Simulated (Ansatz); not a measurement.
The system is Fe.

```xyz
1
Lattice="0.0000 1.9417 1.9651 1.4984 0.0000 1.9651 1.4984 1.9417 0.0000" Properties=species:S:1:pos:R:3 pbc="T T T"
Fe    0.0000    0.0000    0.0000
```

* Program: Ansatz 0.2.0
* Task: relaxation of cell and atoms
* Functional: LDA
* Potentials or basis: Ansatz PAW
* Cutoff: 420 eV (not typed: the program's choice for these potentials)
* k mesh: 13 × 13 × 13
* Occupations: fermi-dirac, width 0.05 eV
* Spin: collinear spin, ferromagnetic start
* Starting moments: [3.0] μB

At the start: volume 11.44 Å³/atom.

Task: How do energy, volume and symmetry change on relaxing?

Result: It ends after 8 steps and the volume is 10.41 Å³/atom (-9.0 %); space group Im-3m (No. 229, to 0.05 Å); moment 2.00 μB per cell.

Step by step:
```csv
step,energy change (eV),largest force (eV/Å),volume (Å³)
1,0.0000,0.0000,11.44
2,-0.0693,0.0000,10.80
3,-0.0868,0.0000,10.27
4,-0.0883,0.0000,10.42
5,-0.0884,0.0000,10.41
6,-0.0877,0.0000,10.41
7,-0.0877,0.0000,10.41
8,-0.0877,0.0000,10.41
```

Final structure:
```yaml
crystal:
  lattice:
    - [0.00000, 1.94503, 1.94503]
    - [1.37536, 0.00000, 1.94503]
    - [1.37536, 1.94503, 0.00000]
  atoms:
    - { symbol: Fe, position: [0.00000, 0.00000, 0.00000] }
```

Caveat: the plane-wave basis is chosen anew once the cell has moved, so the energies of steps on either side of that aren't comparable; the PAW data sets come from PBE, with cores solved anew for the run's functional, which leaves a small shift of forces and pressure.
